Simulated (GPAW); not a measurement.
Runs of GPAW 26.7.0 on Ge. The structure is tetragonal, space group I4_1/amd (No. 141). Conventional cell: a = 5.149 Å, b = 5.149 Å, c = 2.795 Å, α = 90.00°, β = 90.00°, γ = 90.00°. Ge (site symmetry -4m2) has 6 Ge at 2.67 to 2.79 Å as nearest neighbours. This isn't the form of Ge at room conditions, which is diamond.

```csv
task,level,potentials or basis,spin,cell,optimizer,fmax,max steps,band path,band points,gap on the mesh (eV),pressure (GPa)
relaxation of cell and atoms,WC,"PAW data sets generated in the run's folder for this functional, pw",off,relaxed,FIRE,0.01 eV/Å,100,-,-,none,0.0
band structure,PBE,"PAW data sets generated in the run's folder for this functional, pw",off,as given,-,-,-,"GXMGZPNZ1M,XP",100,-,2.9
band structure,PW91,"PAW data sets generated in the run's folder for this functional, pw","SOC, no magnetisation",as given,-,-,-,"GXMGZPNZ1M,XP",60,-,(a)
relaxation of cell and atoms,PBEsol+D3(BJ),"PAW data sets generated in the run's folder for this functional, pw",off,relaxed to 1 GPa,BFGS,0.05 eV/Å,40,-,-,none,0.7
```

Alike in all rows: k mesh 8 × 8 × 8; cutoff (eV) 600; smearing fermi-dirac 0.05 eV.

Problem. Estimate the missing entries.

Solution. (a) 3.2.

Caveats: later steps reuse the first step's grids (some runs); spin-orbit coupling was added after a scalar SCF, so levels and gaps hold it while energy, forces, pressure and moments don't (some runs); this program's spin-orbit splittings come out too wide for heavy elements (some runs); pairwise dispersion overbinds metals, which lowers pressure and volume (some runs).

A k mesh can miss the band edges, and rows without SOC leave out spin-orbit coupling on Ge.

A gap of «none» marks a metal or a gap under the smearing width.
